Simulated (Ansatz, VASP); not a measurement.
## One calculation of NaCl, two programs

Contents of INCAR:

```
SYSTEM = NaCl
  ALGO = Normal
  EDIFF = 1E-6
  ENCUT = 520
  GGA = PS
  ISIF = 2
  ISMEAR = 0
  LASPH = .TRUE.
  LCHARG = .FALSE.
  LREAL = .FALSE.
  LWAVE = .FALSE.
  NBANDS = 14
  NELM = 60
  PREC = Accurate
  SIGMA = 0.02
```

The input KPOINTS:

```
k-points
0
G
  6 6 6
  0 0 0
```

The input POSCAR:

```
NaCl
1.0
    3.4537547123      0.0000000000      0.0000000000
    0.0000000000      3.4537547123      0.0000000000
    0.0000000000      0.0000000000      3.4537547123
Na Cl
1 1
Direct
    0.0000000000      0.0000000000      0.0000000000
    0.5000000000      0.5000000000      0.5000000000
```

Input for Ansatz:

```yaml
crystal:
  lattice:
    - [3.4537547123, 0.0, 0.0]
    - [0.0, 3.4537547123, 0.0]
    - [0.0, 0.0, 3.4537547123]
  atoms:
    - { symbol: Na, position: [0.0, 0.0, 0.0] }
    - { symbol: Cl, position: [0.5, 0.5, 0.5] }
basis:
  ecutwfc: 420
kpoints:
  mp_grid: { grid: [6, 6, 6] }
hamiltonian:
  xc: pbesol
scf:
  occupations: { method: gaussian, width: 0.02 }
output:
  forces: true
  stress: true
  eigenvalues: true
```

Alike in both runs: task single point; functional PBEsol; k mesh 6 × 6 × 6; occupations gaussian, width 0.02 eV; no spin polarisation.

|  | VASP | Ansatz |
| --- | --- | --- |
| version | VASP 6.6.1 | Ansatz 0.2.0 |
| potentials or method | VASP PAW PBE potentials, release 64 (Na_pv, Cl) | scalar-relativistic, plane waves, PAW |
| plane-wave cutoff (eV) | 520 | 420 |
| valence electrons in the cell | 14 | 16 |

|  | VASP | Ansatz | Ansatz less VASP |
| --- | --- | --- | --- |
| gap on the k mesh at the Fermi level (eV) | 3.97 | 3.97 | +0.003 |
| least direct gap on the mesh (eV) | 4.51 | 4.51 | +0.003 |
| pressure (GPa) | -0.2 | -0.2 | 0.00 |

The two sets of potentials don't hold the same shells in valence.

Caveats: the PAW data sets were made with another functional, which shifts forces and pressure a little (VASP). A k mesh can miss the band edges.
